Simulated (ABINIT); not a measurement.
Set up this calculation in ABINIT 10.8.3 (patched build), as the native input.

* Task: single point
* Functional: PBE
* Potentials or basis: JTH PAW PBE v2.0
* Cutoff: 626 eV
* k mesh: 10 × 10 × 10
* Occupations: fermi-dirac, width 0.05 eV
* Spin: no spin polarisation
* Fine-grid cutoff: 1224.51 eV

SnO2:

```xyz
3
Lattice="1.6171 0.9336 4.8006 -1.6171 0.9336 4.8006 0.0000 -1.8673 4.8006" Properties=species:S:1:pos:R:3 pbc="T T T"
Sn    0.0321    0.0144    7.2651
O     0.0185    0.0541   11.0151
O    -0.0411    0.0163    3.4387
```

The cell comes from a database or a generator and needn't be the stable form of this composition.

The cell isn't the ideal one: atoms moved at random, drawn with an rms of 0.05 Å.

The input as run:

run.abi

```
# Pseudopotentials
pp_dirpath "./"
pseudos "Sn.GGA_PBE-JTH.xml, O.GGA_PBE-JTH.xml"

# Structure
acell 9.7338951653 9.7338951653 9.7338951653
rprim
     0.3139404091     0.1812535797     0.9319809866
    -0.3139404091     0.1812535797     0.9319809866
     0.0000000000    -0.3625071594     0.9319809866
ntypat 2
znucl 50 8
natom 3
typat 1 2 2
xred
     0.5169490000     0.4971150000     0.4993180000
     0.7802240000     0.7687570000     0.7455410000
     0.2289700000     0.2543820000     0.2329610000
chkprim 0
chksymtnons 0
tolsym 1.0e-6

# Plane-wave basis
ecut 23.0
pawecutdg 45.0
pawxcdev 0

# k points
kptopt 1
ngkpt 10 10 10
nshiftk 1
shiftk 0.0 0.0 0.0

# Exchange and correlation
ixc 11

# Bands and occupations
nband 17
occopt 3
tsmear 0.05 eV

# SCF cycle
nstep 100
tolvrs 1.0e-9

# Output
iomode 3
prtwf 0
prtden 0
prteig 0
prtebands 0
```

Potentials or basis: JTH PAW PBE v2.0.

Command:

```console
$ abinit run.abi > log 2>&1
```

Results of the run:

```yaml
Pressure: -0.5 GPa
Largest_force: 0.995 eV/Å
Band_gap_on_the_k_mesh: 1.90 eV, indirect (least direct gap 2.05 eV)
```

Caveat: spin-orbit coupling is left out, which moves the levels of the heavy elements; the atomic spheres overlap.

Wall time 17 min on 1 thread of Arm Neoverse V1, on a shared host, peak memory 0.56 GiB.
